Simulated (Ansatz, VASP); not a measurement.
This is a calculation of Ru for VASP 6.6.1.

INCAR

```
ALGO     = Normal         # electronic algorithm
EDIFF    = 1E-6           # SCF threshold, eV
ENCUT    = 520            # plane-wave cutoff, eV
GGA      = PE             # functional
ISIF     = 2              # what is computed and relaxed
ISMEAR   = -1             # smearing method
LASPH    = True           # aspherical terms in the spheres
LCHARG   = False          # write CHGCAR
LREAL    = False          # projectors in reciprocal space
LWAVE    = False          # write WAVECAR
NBANDS   = 13             # bands
NELM     = 80             # most SCF steps
PREC     = Accurate       # precision mode
SIGMA    = 0.05           # smearing width, eV
```

File KPOINTS:

```
k-points
0
Gamma
  12 12 12
```

POSCAR

```
Ru
1.0
    0.0000000000      1.8759073982      1.8759073982
    1.8759073982      0.0000000000      1.8759073982
    1.8759073982      1.8759073982      0.0000000000
Ru
1
Direct
    0.0000000000      0.0000000000      0.0000000000
```

Potentials or basis: VASP PAW PBE potentials, release 64 (Ru_pv).

Run with:

```console
$ cat potpaw_PBE.64/Ru_pv/POTCAR > POTCAR
$ mpirun -np 1 vasp_std > vasp.out
```

**Question.** Set up the same calculation for Ansatz 0.2.0. Potentials there: Ansatz PAW.

**Answer.** As run (the cutoff follows the program's own potentials):

input.yaml

```yaml
crystal:
  lattice:
    - [0.0, 1.8759073982, 1.8759073982]
    - [1.8759073982, 0.0, 1.8759073982]
    - [1.8759073982, 1.8759073982, 0.0]
  atoms:
    - { symbol: Ru, position: [0.0, 0.0, 0.0] }
hamiltonian:
  xc: pbe
  pseudopotentials: { kind: paw }
kpoints:
  mp_grid: { grid: [12, 12, 12] }
scf:
  occupations: { method: fermi_dirac, width: 0.05 }
output:
  forces: true
  stress: true
  eigenvalues: true
```

Potentials or basis: Ansatz PAW.

Launch:

```bash
$ ansatz run input.yaml --threads 1 --pin off --max-ram 2560MiB --backend cpu --events-out ev --progress --plain --runs-dir out
```

Both were run:

|  | VASP | Ansatz | Ansatz less VASP |
| --- | --- | --- | --- |
| gap on the k mesh at the Fermi level (eV) | none | none | - |
| pressure (GPa) | 15.8 | 15.8 | +0.04 |

A gap of «none» marks a metal or a gap that the smearing closes. The two sets of potentials don't hold the same shells in valence.

Caveats: so large a pressure means that the cell lies far from this level's equilibrium, or that cutoff or potentials fall short (VASP).
